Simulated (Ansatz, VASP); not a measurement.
Si3Mo: VASP beside Ansatz

```xyz
4
Lattice="2.6452 0.0000 0.0000 -1.3226 2.2908 0.0000 0.0000 0.0000 9.5030" Properties=species:S:1:pos:R:3 pbc="T T T"
Si    0.0000    0.0000    0.0000
Si    0.0000    1.5272    7.1728
Si    0.0000    1.5272    2.3303
Mo    0.0000    0.0000    4.7515
```

Change from the starting cell: species swapped into the Cd3Hg type (P-6m2, No. 187).

Alike in both runs: task relaxation of cell and atoms; functional PBE; k mesh 6 × 6 × 2; occupations gaussian, width 0.1 eV; no spin polarisation.

```csv
,VASP,Ansatz
version,VASP 6.6.1,Ansatz 0.2.0
potentials or method,"VASP PAW PBE potentials, release 64 (Si, Mo_sv)","scalar-relativistic, plane waves, PAW"
plane-wave cutoff (eV),600,420
valence electrons in the cell,26,26
```

Ansatz gave:

* gap on the k mesh at the Fermi level, each at its own relaxed structure (eV): none
* relaxed volume (Å³/atom): 14.92
* relaxed cell length with the largest relative difference (Å): 7.721
* energy change over the relaxation (meV/atom): -316

**Question.** Which values does VASP return?

**Answer.** gap on the k mesh at the Fermi level, each at its own relaxed structure (eV): none; relaxed volume (Å³/atom): 14.89; relaxed cell length with the largest relative difference (Å): 7.702; energy change over the relaxation (meV/atom): -316.

A gap of «none» marks a metal or a gap that the smearing closes.

Caveats: the k mesh is coarse (spacing up to 0.46 Å⁻¹), so the values aren't converged.
